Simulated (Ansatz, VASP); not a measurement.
PbS: VASP beside Ansatz

```
CELL_PARAMETERS angstrom
2.95905 -2.96459 0.18151
2.95905 2.96459 0.18151
-0.36408 0.00000 5.93882
ATOMIC_POSITIONS crystal
Pb 0.75001 0.75001 0.74993
Pb 0.24999 0.24999 0.25007
S 0.25002 0.25002 0.74973
S 0.74998 0.74998 0.25027
```

Alike in both runs: functional PBE; dispersion D3(BJ); k mesh 8 × 8 × 4; occupations gaussian, width 0.02 eV; no spin polarisation.

Ansatz relaxed the structure, and its values are those at the end. VASP's run is a single point on that final structure, the one shown.

|  | VASP | Ansatz |
| --- | --- | --- |
| version | VASP 6.6.1 | Ansatz 0.2.0 |
| potentials or method | VASP PAW PBE potentials, release 64 (Pb_d, S) | scalar-relativistic, plane waves, PAW |
| plane-wave cutoff (eV) | 520 | 420 |
| valence electrons in the cell | 40 | 40 |

Ansatz gave:

```
gap on the k mesh at the Fermi level (eV) : 0.36
least direct gap on the mesh (eV)         : 0.36
pressure (GPa)                            : 0.0
```

Problem. What did VASP give for the same quantities?

Solution. gap on the k mesh at the Fermi level (eV): 0.37; least direct gap on the mesh (eV): 0.37; pressure (GPa): -0.1.

Ansatz warned: «relaxed_geometry_near_dispersion_switch».

Caveats: spin-orbit coupling is left out, which as a rule narrows the gap of such compounds by several tenths of an eV. A k mesh can miss the band edges.
